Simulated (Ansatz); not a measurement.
# PbS: equation of state with revPBE

The system is PbS.

```
CELL_PARAMETERS angstrom
2.07995 -5.99130 0.00000
2.07995 5.99130 0.00000
0.00000 0.00000 4.27932
ATOMIC_POSITIONS crystal
Pb 0.13056 0.86944 0.25000
Pb 0.86944 0.13056 0.75000
S 0.35480 0.64520 0.25000
S 0.64520 0.35480 0.75000
```

Measurements of this composition are mostly on another form, of space group No. 225.

```json
{"Program": "Ansatz 0.2.0", "Task": "equation of state", "Functional": "revPBE", "Potentials or basis": "Ansatz PAW", "Cutoff": "420 eV", "Density cutoff": "1680 eV", "k mesh": "7 × 7 × 6", "Occupations": "fermi-dirac, width 0.05 eV", "Spin": "no spin polarisation"}
```

```
Equilibrium volume                        : 27.96 Å³/atom
Bulk modulus at fixed shape and positions : 46 GPa
Pressure derivative of the bulk modulus   : 4.4
```

Energy against volume, from the lowest point:
```csv
volume (Å³/atom),energy (meV/atom)
25.064,52.69
25.597,33.69
26.130,19.37
26.664,9.24
27.197,2.91
27.730,0.00
28.263,0.17
```

All runs of the series together: 31 s on 2 threads of Arm Neoverse V2 (shared host).

Caveat: the potentials were made for another functional, which shifts forces and pressure; the cell was scaled at fixed shape and fractional positions, which overstates the stiffness of a crystal with free parameters, most of all of layers and chains. The run has no spin-orbit coupling, so splittings on Pb are missing.
